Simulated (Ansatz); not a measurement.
# Find the missing element

Cell vectors (Å):

```
 4.5093  0.0000  0.0000
-2.2546  3.9051  0.0000
 0.0000  0.0000  7.3370
```

```json
{"atom": "X", "a": "0.3333", "b": "0.6667", "c": "0.0043"}
{"atom": "X", "a": "0.6667", "b": "0.3333", "c": "0.5043"}
{"atom": "Te", "a": "0.3333", "b": "0.6667", "c": "0.3807"}
{"atom": "Te", "a": "0.6667", "b": "0.3333", "c": "0.8807"}
```

All numbers below come from LDA, PAW on Ansatz 0.2.0's default frozen-core files (fitted under PBE), scalar-relativistic. k mesh 6×6×4, strains of ±0.008, fixed occupations.

Elastic constants of a crystal by Kohn-Sham DFT: slopes of the stress over finite engineering strains of the given cell, Voigt indices, Cartesian axes as in the cell vectors.

```csv
index,elastic (GPa)
11,55.6
12,32.7
13,27.9
33,60.1
44,10.2
```

Problem. All X atoms are one element. Which one was computed?

Solution. Mg; the crystal is MgTe (P6_3mc).

Limits of these numbers: frozen-core PAW files fitted under PBE, their cores solved anew for the functional of the run; constants at zero field, no piezoelectric stiffening.
